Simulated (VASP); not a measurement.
Nb: work function with PBE

Nb, a sheet with vacuum:

```
Nb
1.0
     2.55868    0.00000    0.00000
     0.00000    2.55861    0.00000
     0.00000    0.00000   23.80000
Nb
1
Direct
  0.00000 0.50000 0.29412
```

The cell was built by a generator and needn't be a form met in nature.

```json
{"Program": "VASP 6.6.1", "Task": "work function", "Functional": "PBE", "Potentials or basis": "VASP PAW PBE potentials, release 64 (Nb_sv)", "Cutoff": "520 eV", "k mesh": "10 × 10 × 1", "Occupations": "gaussian, width 0.05 eV", "Spin": "no spin polarisation", "Dipole correction": "yes", "Further INCAR settings": "ALGO = Fast; EDIFF = 1e-06"}
```

- Band gap on the k mesh: none (metal or under the smearing width)
- Work function of the upper face: 4.86 eV
- Work function of the lower face: 4.86 eV

Levels at points of the mesh, in eV from the Fermi level:
```tsv
k point	band 2	band 3	band 4	band 5	band 6	band 7	band 8	band 9	band 10
(0.00, 0.00, 0.00)	-30.85	-29.61	-29.61	-4.09	-3.07	-1.13	0.72	4.49	4.80
(0.50, 0.00, 0.00)	-31.88	-30.55	-29.39	-2.30	-1.86	1.55	2.43	2.98	4.76
(0.00, 0.50, 0.00)	-31.88	-30.55	-29.39	-2.30	-1.86	1.55	2.43	2.98	4.76
(0.50, 0.50, 0.00)	-31.53	-31.53	-30.28	-4.32	-0.55	-0.55	3.20	9.39	9.39
```

Run time: 46 s on 1 thread of Intel(R) Xeon(R) 6975P-C (Granite Rapids), with other jobs on the host, peak memory 0.26 GiB.
